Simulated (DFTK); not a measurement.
# Pd (Fm-3m) in DFTK: equation of state with r2SCAN

Aim: the equation of state of Pd with r2SCAN.

All numbers are computed with DFTK 0.8.2; they aren't measurements. Logs are shortened: lines on timing, memory, paths and dates and some standing lists are left out, and cuts for length are marked.

## 1. The structure

It takes space group Fm-3m (No. 225, cubic). Conventional cell: a = 3.893 Å, b = 3.893 Å, c = 3.893 Å, α = 90.00°, β = 90.00°, γ = 90.00°. Around Pd (site symmetry m-3m) lie 12 Pd at 2.75 Å.

## 2. Equation of state, r2SCAN

File run.jl:

```julia
using DFTK
using PseudoPotentialData
using Unitful, UnitfulAtomic
using LinearAlgebra, Printf
include("save.jl")
disable_threading()

lines     = readlines("Pd.xyz")
cell_ang  = reshape(parse.(Float64, split(match(r"Lattice=\"([^\"]+)\"", lines[2])[1])), 3, 3)
lattice   = austrip(1u"Å") * cell_ang
symbols   = [Symbol(split(l)[1]) for l in lines[3:end]]
positions = [round.(cell_ang \ parse.(Float64, split(l)[2:4]); digits=9) for l in lines[3:end]]
pseudopotentials = PseudoFamily("cp2k.nc.sr.pbe.v0_1.largecore.gth")
elements = Dict(s => ElementPsp(s, pseudopotentials) for s in unique(symbols))
atoms    = [elements[s] for s in symbols]

build_model(lattice, positions; symmetries=true) =
    model_DFT(lattice, atoms, positions;
              functionals=r2SCAN(),
              temperature=austrip(0.05u"eV"),
              smearing=Smearing.FermiDirac(),
              symmetries)
Ecut  = 42.0  # hartree
kgrid = [7, 7, 7]
tol   = 1e-6
to_GPa = ustrip(uconvert(u"GPa", 1u"hartree/bohr^3"))

results["points"] = []
for scale in [0.94, 0.96, 0.98, 1.0, 1.02, 1.04, 1.06]
    println("\n=== scale = ", scale)
    model = build_model(cbrt(scale) * lattice, positions)
    basis = PlaneWaveBasis(model; Ecut, kgrid)
    t0 = time()
    scfres = self_consistent_field(basis;
                                   tol,
                                   nbandsalg=AdaptiveBands(model; n_bands_converge=10))
    seconds = time() - t0
    @printf "SCF: %d iterations, %.1f s\n" scfres.n_iter seconds
    forces = compute_forces_cart(scfres)
    stress = compute_stresses_cart(scfres)
    @printf "V = %.5f Å^3  F = %.8f Ha  max force = %.5f eV/Å  p = %.4f GPa\n" ustrip(auconvert(u"Å^3", model.unit_cell_volume)) scfres.energies.total ustrip(auconvert(u"eV/Å", maximum(norm, forces))) (-tr(stress) / 3 * to_GPa)
    push!(results["points"], save_scf!(scfres; forces, stress, d=Dict{String,Any}("seconds" => seconds, "n_matvec" => get(scfres, :n_matvec, 0))))
end

# third-order Birch-Murnaghan fit in x = V^(-2/3)
V = [0.94, 0.96, 0.98, 1.0, 1.02, 1.04, 1.06] * abs(det(lattice))
E = [p["total"] for p in results["points"]]
x = V .^ (-2 / 3)
c = [x .^ 0 x x .^ 2 x .^ 3] \ E
Δ = c[3]^2 - 3c[2] * c[4]
if Δ > 0
    x0 = (-c[3] + sqrt(Δ)) / 3c[4]
    B0 = 4 / 9 * x0^(7 / 2) * (2c[3] + 6c[4] * x0)
    @printf "V0 = %.4f Å^3  B0 = %.2f GPa\n" ustrip(auconvert(u"Å^3", x0^(-3 / 2))) B0 * to_GPa
end
```

File Pd.xyz:

```xyz
1
Lattice="0.0000000000 1.9465000000 1.9465000000 1.9465000000 0.0000000000 1.9465000000 1.9465000000 1.9465000000 0.0000000000" Properties=species:S:1:pos:R:3 pbc="T T T"
Pd     0.0000000000      0.0000000000      0.0000000000
```

Potentials or basis: cp2k.nc.sr.pbe.v0_1.largecore.gth (PBE, GTH, large core).

Started as:

```sh
> julia --threads=1 run.jl  # save.jl only writes the numbers to a file and isn't shown; printed stress counts tension as positive; times include loading and compiling
```

Log:

```text
=== scale = 0.94
n     Energy            log10(ΔE)   log10(Δρ)   log10(Δτ)   Diag   Δtime
---   ---------------   ---------   ---------   ---------   ----   ------
  1   -27.68273044561                    0.09        0.98    5.2    3.69s
  2   -28.42105887017       -0.13       -0.21        0.24    2.2    2.11s
  3   -28.52161143116       -1.00       -0.44       -0.27    3.1    1.90s
┌ Warning: Exchange-correlation term: the kinetic energy density τ is smaller than the von Weizsäcker kinetic energy density τ_W somewhere. This can lead to unphysical results. This can be caused by pseudopotentials without a non-linear core correction for τ, a too small Ecut value or an unphysical initial guess for τ. This message is only logged once.
└ @ DFTK xc.jl:436
  4   -28.56688911785       -1.34       -0.99       -0.20    3.1    2.66s
  5   -28.56537090994   +   -2.82       -1.21       -1.00    2.0    1.65s
  6   -28.56695598056       -2.80       -1.82       -0.82    2.0    2.58s
  7   -28.56710117541       -3.84       -2.63       -1.55    1.0    1.18s
  8   -28.56710436366       -5.50       -3.11       -2.33    2.0    2.44s
  9   -28.56710414429   +   -6.66       -3.03       -2.67    1.9    1.73s
 10   -28.56710447694       -6.48       -3.61       -2.66    1.1    1.50s
[... 87 further cycles ...]
  7   -28.56811994224       -3.88       -2.50       -1.58    1.0    3.18s
  8   -28.56811667375   +   -5.49       -2.53       -1.90    1.7    3.49s
  9   -28.56812141458       -5.32       -2.87       -1.95    1.1    4.14s
 10   -28.56812308158       -5.78       -3.62       -2.49    1.0    3.08s
 11   -28.56812295602   +   -6.90       -3.35       -2.76    2.1    4.68s
 12   -28.56812311290       -6.80       -4.35       -2.96    1.0    2.80s
 13   -28.56812311271   +   -9.73       -4.34       -4.32    2.1    4.12s
 14   -28.56812311466       -8.71       -5.01       -3.94    1.2    2.78s
 15   -28.56812311474      -10.10       -5.32       -4.90    2.0    3.98s
 16   -28.56812311476      -10.71       -6.43       -4.82    1.9    3.91s
SCF: 16 iterations, 61.5 s
V = 15.63504 Å^3  F = -28.56812311 Ha  max force = 0.00000 eV/Å  p = -8.6593 GPa
V0 = 14.8743 Å^3  B0 = 200.59 GPa
```

Wall time 8.3 min (1 thread of AMD EPYC 7R43 (Zen 3), shared host); peak memory 1.4 GiB.

The run converged, but some of its settings lie outside the range that counts as converged, so its numbers aren't taken as properties of the crystal.

What came out:

* Equilibrium volume: 14.87 Å³/atom (rough: see the caveat)
* Bulk modulus: 201 GPa (rough)

Caveat: the k mesh is coarse (spacing up to 0.40 Å⁻¹), so the values aren't converged; the cutoff is short for these potentials, so energies and forces aren't converged, fitted volumes are rough and the log's stress (off by 3 to 10 GPa or more in trials) isn't used; the program warned that the kinetic-energy density falls under its von Weizsäcker bound, which can give unphysical results; the potentials were made for another functional, which shifts forces and pressure; this set keeps more shells in the core, which shifts pressures and gaps.
